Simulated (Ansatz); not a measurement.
# Co3Si4Ni: the cost of one run

Method: DFT PBE, scalar-relativistic, plane waves, PAW, in Ansatz 0.2.0.

1 further run of the same task is left out (it didn't finish).

## Step 1: Starting point

Symmetry: Pmm2, No. 25, orthorhombic system. Conventional cell: a = 3.377 Å, b = 6.245 Å, c = 4.847 Å, α = 90.00°, β = 90.00°, γ = 90.00°. Co (site symmetry m) has 6 Si at 2.41 to 2.47 Å and 2 Co at 2.75 Å and 2 Ni at 2.75 Å as nearest neighbours. Co (site symmetry mm2) is surrounded by 6 Si at 2.41 to 2.47 Å and 4 Co at 2.75 Å. Around Si (site symmetry m) lie 4 Co at 2.41 to 2.47 Å and 2 Ni at 2.47 Å and 4 Si at 2.76 Å. Si (site symmetry mm2) has 6 Co at 2.41 to 2.47 Å and 4 Si at 2.76 Å as nearest neighbours. Si (site symmetry mm2) has 2 Ni at 2.41 to 2.43 Å and 4 Co at 2.47 Å and 4 Si at 2.76 Å as nearest neighbours. Ni (site symmetry mm2) is surrounded by 6 Si at 2.41 to 2.47 Å and 4 Co at 2.75 Å.

Coordinates:

```cif
data_structure
_symmetry_space_group_name_H-M 'Pmm2'
_symmetry_Int_Tables_number 25
_cell_length_a 3.3772
_cell_length_b 6.2451
_cell_length_c 4.8466
_cell_angle_alpha 90.000
_cell_angle_beta 90.000
_cell_angle_gamma 90.000
_cell_volume 102.22
loop_
_atom_site_label
_atom_site_type_symbol
_atom_site_symmetry_multiplicity
_atom_site_Wyckoff_symbol
_atom_site_fract_x
_atom_site_fract_y
_atom_site_fract_z
_atom_site_occupancy
Co1 Co 2 h 0.50000 0.25000 0.65578 1
Co2 Co 1 a 0.00000 0.00000 0.34422 1
Si1 Si 2 h 0.50000 0.25000 0.15770 1
Si2 Si 1 a 0.00000 0.00000 0.84230 1
Si3 Si 1 b 0.00000 0.50000 0.84230 1
Ni1 Ni 1 b 0.00000 0.50000 0.34422 1
```

The start is an ordering of an alloy on its end members' structure types: elements ordered on the sites of the SiNi type, Ni/Co on Ni (Pmm2, No. 25).

## Step 2: The guess as it stands, on a coarse mesh

input.yaml

```yaml
crystal:
  lattice:
    - [3.37722819, 0.0, 0.0]
    - [0.0, 6.24505036, 0.0]
    - [0.0, 0.0, 4.84661922]
  atoms:
    - { symbol: Co, position: [0.5, 0.25, 0.65577999], spin: 3.0 }
    - { symbol: Co, position: [0.5, 0.75, 0.65577999], spin: 3.0 }
    - { symbol: Co, position: [0.0, 0.0, 0.34422001], spin: 3.0 }
    - { symbol: Si, position: [0.5, 0.25, 0.1577] }
    - { symbol: Si, position: [0.5, 0.75, 0.1577] }
    - { symbol: Si, position: [0.0, 0.0, 0.8423] }
    - { symbol: Si, position: [0.0, 0.5, 0.8423] }
    - { symbol: Ni, position: [0.0, 0.5, 0.34422001], spin: 2.0 }
basis:
  ecutwfc: 420
kpoints:
  mp_grid: { grid: [6, 4, 4] }
hamiltonian:
  xc: pbe
scf:
  occupations: { method: gaussian, width: 0.1 }
  lower_state_search: "off"
output:
  forces: true
  stress: true
  eigenvalues: true
  populations: true
magnetization:
  spin_polarized: true
```

Started as:

```
ansatz run input.yaml --threads 4 --pin off --max-ram 8192MiB --backend cpu --events-out ev --progress --plain --runs-dir out
```

**Question.** How long does this run take on 4 threads of AMD EPYC (Zen 3), shared host, and how much memory does it need?

About 73 s, with a peak of 0.66 GiB.
